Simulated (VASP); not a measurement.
# Ga (I4/mmm) in VASP: settings compared, part 2 of 2

VASP 6.6.1. Earlier steps stand in the parts before.

### Step 3. Relaxation of cell and atoms, MS2 (cell strained at random at fixed volume)

Contents of INCAR:

```
  PREC = Accurate
  ENCUT = 600
  EDIFF = 1E-6
  ISMEAR = 1
  SIGMA = 0.3
  LREAL = False
  LASPH = True
  NELM = 100
  ALGO = Normal
  ISIF = 3
  LWAVE = False
  LCHARG = False
  METAGGA = MS2
  LMIXTAU = True
  IBRION = 2
  NSW = 60
  EDIFFG = -0.005
  KSPACING = 0.4
```

Contents of POSCAR:

```
Ga
1.0
   -1.3737240000      1.3050160000      2.2933400000
    1.4076910000     -1.3481170000      2.3395030000
    1.4235300000      1.3979240000     -2.3191570000
Ga
1
Cartesian
    0.0000000000      0.0000000000      0.0000000000
```

Potentials or basis: VASP PAW PBE potentials, release 54 (Ga_d).

On the command line:

```sh
$ cat potpaw_PBE.54/Ga_d/POTCAR > POTCAR
$ mpirun -np 1 vasp_std > vasp.out
```

OUTCAR:

```text
PREC = Accurate
   ENCUT = 600
   EDIFF = 1E-6
   ISMEAR = 1
   LREAL = False
   LASPH = True
   NELM = 100
   ISIF = 3
   METAGGA = MS2
   IBRION = 2
   NSW = 60
   EDIFFG = -0.005

 ion  position               nearest neighbor table
   1  0.000  0.000  0.000-

  LATTYP: Found a triclinic cell.
 ALAT       =     7.2655315844
 B/A-ratio  =     0.8830321021
 C/A-ratio  =     1.0327888578
 COS(alpha) =     0.0033664009
 COS(beta)  =     0.6487585494
 COS(gamma) =     0.7614861035

  Lattice vectors:

 A1 = (  -5.6284750000,  -0.1427150000,   4.5921510000)
 A2 = (  -4.3045570000,  -4.1506710000,   2.3246280000)
 A3 = (  -2.6976420000,   5.3129720000,   4.5608630000)

Analysis of symmetry for initial positions (statically):
[... 366 lines left out ...]
 k-point     1 :       0.0000    0.0000    0.0000
  band No.  band energies     occupation
      1      -8.8521      2.00000
      2      -8.6957      2.00000
      3      -8.6734      2.00000
      4      -8.6731      2.00000
      5      -8.5002      2.00000
      6      -5.6184      2.00000
      7      19.6054      0.00000
      8      19.8523      0.00000
      9      20.1231      0.00000
     10      22.9808      0.00000
[... 287 lines left out ...]
 k-point    24 :      -0.2857    0.4286   -0.0000
  band No.  band energies     occupation
      1      -8.8719      2.00000
      2      -8.7882      2.00000
      3      -8.5698      2.00000
      4      -8.5325      2.00000
      5      -8.4389      2.00000
      6      -0.0405      2.00000
      7       8.2098     -0.00000
      8      11.5095     -0.00000
      9      12.6126      0.00000
     10      16.2669      0.00000

 [... further k-points ...]

------------------------ aborting loop because EDIFF is reached ----------------------------------------

  FORCE on cell =-STRESS in cart. coord.  units (eV):
  Direction    XX          YY          ZZ          XY          YZ          ZX
  --------------------------------------------------------------------------------------
  -------------------------------------------------------------------------------------
  Total       -0.0009618     -0.0018506      0.0016956      0.0039406      0.0012249     -0.0004840
  in kB       -0.0900788     -0.1733144      0.1588062      0.3690560      0.1147149     -0.0453285
  external PRESSURE =      -0.0348624 kB  Pullay stress =       0.0000000 kB
[... 16 lines left out ...]
  FREE ENERGIE OF THE ION-ELECTRON SYSTEM (eV)
  ---------------------------------------------------
  free  energy   TOTEN  =        -4.3453071563 eV

  energy  without entropy=       -4.3467272346  energy(sigma->0) =       -4.34578052

 reached required accuracy - stopping structural energy minimisation
```

OSZICAR:

```text
N       E                     dE             d eps       ncg     rms          rms(c)
DAV:   1     0.283605923674E+02    0.28361E+02   -0.71074E+03  4116   0.230E+03
DAV:   2    -0.869315010008E+01   -0.37054E+02   -0.36152E+02  4040   0.234E+02
DAV:   3    -0.965129118037E+01   -0.95814E+00   -0.95441E+00  4546   0.368E+01
[... 165 lines left out ...]
DAV:   4    -0.434532849915E+01    0.35664E-04   -0.22428E-06  2998   0.353E-02    0.723E-04
DAV:   5    -0.434531874670E+01    0.97525E-05   -0.43822E-07  2098   0.977E-03    0.330E-04
DAV:   6    -0.434530963896E+01    0.91077E-05   -0.75912E-08  2042   0.524E-03    0.113E-04
DAV:   7    -0.434530724448E+01    0.23945E-05   -0.19415E-08  2032   0.207E-03    0.258E-05
DAV:   8    -0.434530715632E+01    0.88161E-07   -0.35805E-09  2008   0.109E-03
  15 F= -.43453072E+01 E0= -.43457805E+01  d E =-.720962E-04
```

CONTCAR:

```text
Ga
   1.00000000000000
    -1.3741649391611366    1.4037532019876573    2.2414498750433456
     1.4047286380824560   -1.3757978177090155    2.2401020097489037
     1.3582460728339711    1.3597290022196049   -2.2221915794660267
  Ga
     1
Direct
     0.0000000000000000    0.0000000000000000    0.0000000000000000

  0.00000000E+00  0.00000000E+00  0.00000000E+00
```

Wall time 13 min (1 thread of Intel Xeon Platinum 8488C (Sapphire Rapids), shared host); peak memory 0.22 GiB.

These settings aren't checked as converged (typed here: ISMEAR = 1; SIGMA = 0.3; KSPACING = 0.4): the numbers below hold their error.

What came out:

```
Free energy                            : -4.3453 eV
Relaxed volume                         : 17.11 Å³/atom
Relaxed cell                           : a = 2.980 Å, b = 2.981 Å, c = 2.938 Å, α = 124.35°, β = 124.33°, γ = 82.50°
Space group after relaxing (to 0.05 Å) : C2/m (No. 12)
Energy gained by relaxing              : 30.0 meV/atom
Ionic steps                            : 15
Pressure after relaxing                : 0.0 GPa
Band gap on the k mesh                 : none (metal or under the smearing width)
```

Caveat: the PAW data sets were made with another functional, which shifts forces and pressure a little.

### Step 4. Single point, LAK

Contents of INCAR:

```
PREC = Accurate ; ENCUT = 500
EDIFF = 1E-6 ; ISMEAR = 0
SIGMA = 0.01 ; LREAL = F
LASPH = T ; NELM = 100
ALGO = Normal ; ISIF = 2
LWAVE = F ; LCHARG = T
METAGGA = LAK ; LMIXTAU = T
LELF = T ; LVHAR = T
NBANDS = 8
```

Contents of KPOINTS:

```
regular mesh
0
Gamma
  13 13 13
```

Contents of POSCAR:

```
Ga
1.0
   -1.3843987196      1.3843987196      2.3112238365
    1.3843987196     -1.3843987196      2.3112238365
    1.3843987196      1.3843987196     -2.3112238365
Ga
1
Cartesian
    0.0000000000      0.0000000000      0.0000000000
```

Potentials or basis: VASP PAW PBE potentials, release 64 (Ga).

On the command line:

```sh
$ cat potpaw_PBE.64/Ga/POTCAR > POTCAR
$ mpirun -np 1 vasp_std > vasp.out
```

Wall time 85 s (1 thread of Intel Xeon Platinum 8488C (Sapphire Rapids), shared host); peak memory 0.16 GiB.

Results (log left out):

```
Free energy            : 13.7123 eV
Pressure               : 2.3 GPa
Band gap on the k mesh : none (metal or under the smearing width)
```

Stress tensor (GPa, compression positive):
```
2.66 0.00 0.00
0.00 2.66 0.00
0.00 0.00 1.45
```

Levels at points of the mesh, in eV from the Fermi level:
| k point | band 1 | band 2 | band 3 | band 4 | band 5 | band 6 |
| --- | --- | --- | --- | --- | --- | --- |
| (0.00, 0.00, 0.00) | -12.25 | 14.12 | 14.27 | 14.27 | 16.37 | 17.44 |

Caveat: the PAW data sets were made with another functional, which shifts forces and pressure a little.

### Step 5. Single point, LDA

Contents of INCAR:

```
SYSTEM = Ga
  PREC = Accurate
  ENCUT = 520
  EDIFF = 1E-6
  ISMEAR = 1
  SIGMA = 0.1
  LREAL = .FALSE.
  LASPH = .TRUE.
  NELM = 80
  ALGO = Normal
  ISIF = 2
  LWAVE = .FALSE.
  LCHARG = .FALSE.
  NELECT = 13.02
  BMIX = 3.0
```

Contents of KPOINTS:

```
regular mesh
0
G
  13 13 13
  0 0 0
```

Contents of POSCAR:

```
Ga
3.029
   -0.457048108155      0.457048108155      0.763031969792
    0.457048108155     -0.457048108155      0.763031969792
    0.457048108155      0.457048108155     -0.763031969792
Ga
1
Direct
    0.0000000000      0.0000000000      0.0000000000
```

Potentials or basis: VASP PAW LDA potentials, release 64 (Ga_d).

On the command line:

```sh
$ cat potpaw_LDA.64/Ga_d/POTCAR > POTCAR
$ mpirun -np 1 vasp_std > vasp.out
```

Run time: 29 s. Hardware: 1 thread of Intel Xeon Platinum 8488C (Sapphire Rapids), shared host; peak memory 0.15 GiB.

The run converged, but some of its settings lie outside the range that counts as converged (typed here: BMIX = 3; NELECT = 13.02), so its numbers aren't taken as properties of the crystal.

Results:

```
Free energy            : -3.4441 eV
Band gap on the k mesh : none (metal or under the smearing width)
```

Caveat: the cell is charged against a uniform background, so pressure and absolute levels hang on convention.

### Step 6. Single point, PBE

Contents of INCAR:

```
ADDGRID = False
ALGO = Normal
EDIFF = 1E-8
ENCUT = 900
GGA = PE
ISIF = 2
ISMEAR = 1
LASPH = True
LCHARG = False
LREAL = False
LWAVE = False
NELM = 100
PREC = Accurate
SIGMA = 0.1
```

Contents of KPOINTS:

```
k-points
0
Gamma
  17 17 17
```

Contents of POSCAR:

```
Ga
1.0
   -1.3843987196      1.3843987196      2.3112238365
    1.3843987196     -1.3843987196      2.3112238365
    1.3843987196      1.3843987196     -2.3112238365
Ga
1
Direct
    0.0000000000      0.0000000000      0.0000000000
```

Potentials or basis: VASP PAW PBE potentials, release 64 (Ga_d).

On the command line:

```sh
$ cat potpaw_PBE.64/Ga_d/POTCAR > POTCAR
$ mpirun -np 1 vasp_std > vasp.out
```

It took 59 s on 1 thread of Intel Xeon 6975P-C (Granite Rapids), shared host; peak memory 0.3 GiB.

Results (log left out):

| Item | Value |
| --- | --- |
| Free energy | -2.8733 eV |
| Pressure | 4.1 GPa |
| Band gap on the k mesh | none (metal or under the smearing width) |

Stress tensor (GPa, compression positive):
```
4.66 0.00 0.00
0.00 4.66 0.00
0.00 0.00 3.06
```

Levels at points of the mesh, in eV from the Fermi level:
| k point | band 4 | band 5 | band 6 | band 7 | band 8 | band 9 |
| --- | --- | --- | --- | --- | --- | --- |
| (0.00, 0.00, 0.00) | -14.88 | -14.71 | -11.51 | 12.73 | 13.03 | 13.03 |

### Step 7. The runs side by side

| task | level | potentials or basis | cell | k mesh | cutoff (eV) | smearing | target pressure | gap on the mesh (eV) | pressure (GPa) |
| --- | --- | --- | --- | --- | --- | --- | --- | --- | --- |
| relaxation of cell and atoms | PBEsol | VASP PAW PBE potentials, release 64 (Ga_d) | relaxed to 30 GPa | 13 × 13 × 13 | 600 | fermi-dirac 0.05 eV | 30 GPa | none | 29.9 |
| single point | LAK | VASP PAW PBE potentials, release 64 (Ga) | as given | 13 × 13 × 13 | 500 | gaussian 0.01 eV | - | none | 2.3 |
| single point | PBE | VASP PAW PBE potentials, release 64 (Ga_d) | as given | 17 × 17 × 17 | 900 | methfessel-paxton 0.1 eV | - | none | 4.1 |

Alike in all rows: no spin polarisation.

Caveats: the PAW data sets were made with another functional, which shifts forces and pressure a little (some runs); the cell is relaxed towards a set pressure, so the enthalpy falls and the energy may rise (some runs); the volume moved by over 15 % at a fixed basis, so the end points are rough (some runs).

Total energies depend on the potentials used, so only differences within one code and one set of settings carry meaning.
